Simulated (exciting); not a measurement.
# Au (Fm-3m) in exciting: a series of runs, part 2 of 2

exciting (release sodium).

## (3) Single point, PBE

The input, input.xml:

```xml
<input>
  <title>Au</title>
  <structure speciespath="./" tshift="false">
    <crystal scale="1">
      <basevect>0.000000000000 3.845592663613 3.845592663613</basevect>
      <basevect>3.845592663613 0.000000000000 3.845592663613</basevect>
      <basevect>3.845592663613 3.845592663613 0.000000000000</basevect>
    </crystal>
    <species speciesfile="Au.xml" rmt="2.3">
      <atom coord="0.000000000000 0.000000000000 0.000000000000"/>
    </species>
  </structure>
  <groundstate do="fromscratch" ngridk="11 11 11" rgkmax="9" gmaxvr="14" lmaxapw="10" lmaxmat="10" lmaxvr="8" xctype="GGA_PBE" stype="Gaussian" swidth="0.00051449" nempty="12" ValenceRelativity="iora*" epsengy="1e-05" epspot="1e-05" maxscl="60" tforce="true" outputlevel="high"/>
  <properties>
    <chargedensityplot>
      <plot3d>
        <box grid="15 15 15">
          <origin coord="0 0 0"/>
          <point coord="1 0 0"/>
          <point coord="0 1 0"/>
          <point coord="0 0 1"/>
        </box>
      </plot3d>
    </chargedensityplot>
    <elfplot>
      <plot3d>
        <box grid="15 15 15">
          <origin coord="0 0 0"/>
          <point coord="1 0 0"/>
          <point coord="0 1 0"/>
          <point coord="0 0 1"/>
        </box>
      </plot3d>
    </elfplot>
    <exccplot>
      <plot3d>
        <box grid="15 15 15">
          <origin coord="0 0 0"/>
          <point coord="1 0 0"/>
          <point coord="0 1 0"/>
          <point coord="0 0 1"/>
        </box>
      </plot3d>
    </exccplot>
  </properties>
</input>
```

Potentials or basis: all-electron LAPW+lo, shipped species files, valence relativity iora*.

Command:

```
OMP_NUM_THREADS=1 exciting_smp
```

INFO.OUT:

```text
================================================================================
EXCITING SODIUM started
[... 10 lines left out ...]

 Lattice vectors (cartesian) :
      0.0000000000      3.8455926636      3.8455926636
      3.8455926636      0.0000000000      3.8455926636
      3.8455926636      3.8455926636      0.0000000000

 Reciprocal lattice vectors (cartesian) :
     -0.8169332866      0.8169332866      0.8169332866
      0.8169332866     -0.8169332866      0.8169332866
      0.8169332866      0.8169332866     -0.8169332866

 Unit cell volume                           :     113.7417320758
 Brillouin zone volume                      :       2.1808197301

 Species :    1 (Au)
     parameters loaded from                 :    Au.xml
     name                                   :    gold
     nuclear charge                         :     -79.00000000
     electronic charge                      :      79.00000000
     atomic mass                            :  359048.05590000
     muffin-tin radius                      :       2.30000000
     # of radial points in muffin-tin       :     450

     atomic positions (lattice) :
       1 :   0.00000000  0.00000000  0.00000000

 Total number of atoms per unit cell        :       1

 Spin treatment                             :    spin-unpolarised

 Number of Bravais lattice symmetries       :      48
 Number of crystal symmetries               :      48

 k-point grid                               :      11   11   11
 Total number of k-points                   :      56
 k-point set is reduced with crystal symmetries

 R^MT_min * |G+k|_max (rgkmax)              :       9.00000000
 Species with R^MT_min                      :       1 (Au)
 Maximum |G+k| for APW functions            :       3.91304348
 Maximum |G| for potential and density      :      14.00000000
 Polynomial order for pseudochg. density    :       9

 G-vector grid sizes                        :      25    25    25
 Total number of G-vectors                  :    5209

 Maximum angular momentum used for
     APW functions                          :      10
     computing H and O matrix elements      :      10
     potential and density                  :       8
     inner part of muffin-tin               :       2

 Total nuclear charge                       :     -79.00000000
 Total electronic charge                    :      79.00000000
 Total core charge                          :      48.00000000
 Total valence charge                       :      31.00000000

 Effective Wigner radius, r_s               :       0.70048910

 Number of empty states                     :      12
 Total number of valence states             :      28

 Maximum Hamiltonian size                   :     151
 Maximum number of plane-waves              :     125
 Total number of local-orbitals             :      26

 Exchange-correlation type                  :      20
     Perdew-Burke-Ernzerhof, Phys. Rev. Lett. 77, 3865 (1996)
     Generalised gradient approximation (GGA)

 Smearing scheme                            :    Gaussian
 Smearing width                             :       0.00051449

 Using multisecant Broyden potential mixing
[... 6 lines left out ...]
* Groundstate module started                                                   *
********************************************************************************
 Output level for this task is set to high

++++++++++++++++++++++++++++++++++++++++++++++++++++++++++++++++++++++++++++++++
[... 5 lines left out ...]
+ SCF iteration number :    1                                                  +
++++++++++++++++++++++++++++++++++++++++++++++++++++++++++++++++++++++++++++++++
 Total energy                               :    -19031.90042473
 _______________________________________________________________
 Fermi energy                               :         0.45231178
 Kinetic energy                             :     21899.04421340
 Coulomb energy                             :    -40565.66415885
 Exchange energy                            :      -360.40999251
 Correlation energy                         :        -4.87048676
 Sum of eigenvalues                         :    -11701.51834784
 Effective potential energy                 :    -33600.56256124
 Coulomb potential energy                   :    -33122.50308793
 xc potential energy                        :      -478.05947330
 Hartree energy                             :      5926.58027981
 Electron-nuclear energy                    :    -44975.66364755
 Nuclear-nuclear energy                     :     -1516.58079111
 Madelung energy                            :    -24004.41261488
 Core-electron kinetic energy               :         0.00000000
[... 553 lines left out ...]
 Electron charges :
     core                                   :        48.00000000
     core leakage                           :         0.00143889
     valence                                :        31.00000000
     interstitial                           :         2.20902523
     charge in muffin-tin spheres :
                  atom     1    Au          :        76.79097477
     total charge in muffin-tins            :        76.79097477
     total charge                           :        79.00000000

 RMS change in effective potential (target) :  0.172641E-07  ( 0.100000E-04)
 Absolute change in total energy   (target) :  0.715845E-07  ( 0.100000E-04)
 Charge distance                   (target) :  0.578558E-09  ( 0.100000E-04)
 Abs. change in max-nonIBS-force   (target) :   0.00000      ( 0.500000E-04)

++++++++++++++++++++++++++++++++++++++++++++++++++++++++++++++++++++++++++++++++
| Convergency criteria checked for the last 2 iterations                       +
| Convergence targets achieved. Performing final SCF iteration                 +
++++++++++++++++++++++++++++++++++++++++++++++++++++++++++++++++++++++++++++++++
 Total energy                               :    -19047.91454769
 _______________________________________________________________
 Fermi energy                               :         0.41885166
 Kinetic energy                             :     21887.64742754
 Coulomb energy                             :    -40570.01630284
 Exchange energy                            :      -360.67429992
 Correlation energy                         :        -4.87137246
 Sum of eigenvalues                         :    -11707.67179858
 Effective potential energy                 :    -33595.31922611
 Coulomb potential energy                   :    -33116.90987819
 xc potential energy                        :      -478.40934792
 Hartree energy                             :      5936.52563354
 Electron-nuclear energy                    :    -44989.96114527
 Nuclear-nuclear energy                     :     -1516.58079111
 Madelung energy                            :    -24011.56136374
 Core-electron kinetic energy               :         0.00000000

 DOS at Fermi energy (states/Ha/cell)       :         4.96880970

 Electron charges :
     core                                   :        48.00000000
     core leakage                           :         0.00143889
     valence                                :        31.00000000
     interstitial                           :         2.20902523
     charge in muffin-tin spheres :
                  atom     1    Au          :        76.79097477
     total charge in muffin-tins            :        76.79097477
     total charge                           :        79.00000000

++++++++++++++++++++++++++++++++++++++++++++++++++++++++++++++++++++++++++++++++
+ Self-consistent loop stopped                                                 +
++++++++++++++++++++++++++++++++++++++++++++++++++++++++++++++++++++++++++++++++
 STATE.OUT is written

--------------------------------------------------------------------------------
- Writing atomic positions and forces                                          -
--------------------------------------------------------------------------------

 Atomic positions (lattice) :
 atom     1  Au  :     0.00000000    0.00000000    0.00000000

 Total atomic forces including IBS (cartesian) :
 atom     1  Au  :     0.00000000    0.00000000    0.00000000

 Atomic force components including IBS (cartesian) :
 atom     1  Au  :     0.00000000    0.00000000    0.00000000   HF force
                 :     0.00000000    0.00000000    0.00000000   core correction
                 :     0.00000000    0.00000000    0.00000000   IBS correction

********************************************************************************
* Groundstate module stopped                                                   *
********************************************************************************

================================================================================
| EXCITING SODIUM stopped                                                      =
================================================================================
```

It took 46 s on 1 thread of Arm Neoverse V2, shared host; peak memory 0.1 GiB.

Results:

```
Free energy                                       : -518320.1600 eV
Band gap on the k mesh                            : none (metal or under the smearing width)
All electrons inside the program's atomic spheres : Au 76.79 (radii Au 2.3 bohr)
```

Levels at points of the mesh, in eV from the Fermi level:
```csv
k point,band 14,band 15,band 16,band 17,band 18,band 19
"(0.00, 0.00, 0.00)",-4.88,-3.33,-3.33,14.35,18.40,18.40
```

Caveat: the basis of Au and Ba changes in steps between geometries, so energy differences can be off by several meV. The run has no spin-orbit coupling, so splittings on Au are missing.
